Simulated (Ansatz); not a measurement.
# SnTe: the cost of one run

Computed with Ansatz 0.2.0 (DFT PBE, scalar-relativistic, plane waves, PAW, unless a step's input says otherwise).

The COD entry's cell or inner coordinates are ideal or old and differ from later refinements, so a difference from it is no clean test against experiment.

2 further runs of the same task are left out: 1 that didn't finish, 1 set aside as unsound or not needed.

### 1 The structure to begin with

Symmetry: Fm-3m, No. 225, cubic system. Conventional cell: a = 6.413 Å, b = 6.413 Å, c = 6.413 Å, α = 90.00°, β = 90.00°, γ = 90.00°. Around Sn (site symmetry m-3m) lie 6 Te at 3.21 Å. Te (site symmetry m-3m) is surrounded by 6 Sn at 3.21 Å.

As a file:

```xyz
2
Lattice="0.0000 3.2065 3.2065 3.2065 0.0000 3.2065 3.2065 3.2065 0.0000" Properties=species:S:1:pos:R:3 pbc="T T T"
Sn    0.0000    0.0000    0.0000
Te    3.2065    3.2065    3.2065
```

It is the result of an earlier relaxation at this level (volume 32.97 Å³/atom; gap on the mesh: 0.06 eV).

### 2 Building the ladder chain

A free-standing chain of the crystal's atoms, periodic along c. Atoms and period relax; energies count from the bulk, -6502.3732 eV an atom.

The cell holds 2 Sn, 2 Te: a = 12.000 Å, b = 9.300 Å, c = 5.772 Å, α = 90.00°, β = 90.00°, γ = 90.00°.

### 3 The relaxation run

Pressure and volume refer to the whole cell with its vacuum; only the period along c may change.

File input.yaml:

```yaml
crystal:
  lattice:
    - [12.0, 0.0, 0.0]
    - [0.0, 9.3, 0.0]
    - [0.0, 0.0, 5.7716767106]
  atoms:
    - { symbol: Sn, position: [0.373744572, 0.5, 0.0], spin: 0.5 }
    - { symbol: Te, position: [0.373744572, 0.5, 0.5], spin: 0.5 }
    - { symbol: Te, position: [0.626255428, 0.5, 0.0], spin: 0.5 }
    - { symbol: Sn, position: [0.626255428, 0.5, 0.5], spin: 0.5 }
basis:
  ecutwfc: 420
kpoints:
  mp_grid: { grid: [1, 1, 11] }
hamiltonian:
  xc: pbe
scf:
  occupations: { method: gaussian, width: 0.05 }
output:
  forces: true
  stress: true
  eigenvalues: true
  populations: true
  write_density: true
  write_potential: true
  elf: true
  volumetric_format: npy
magnetization:
  spin_polarized: true
relax:
  adjacent_minimum: "off"
  f_tol: 0.01
  max_steps: 45
  cell: { fix: [a, b, alpha, beta, gamma], stress_tol: 0.03 }
```

Run with:

```sh
$ ansatz run input.yaml --threads 2 --pin off --max-ram 5120MiB --backend cpu --events-out ev --progress --plain --runs-dir out
```

**Question.** How long does this run take on 2 threads of Arm Neoverse V2, shared host, and how much memory does it need?

About 2.1 min, with a peak of 1.1 GiB.
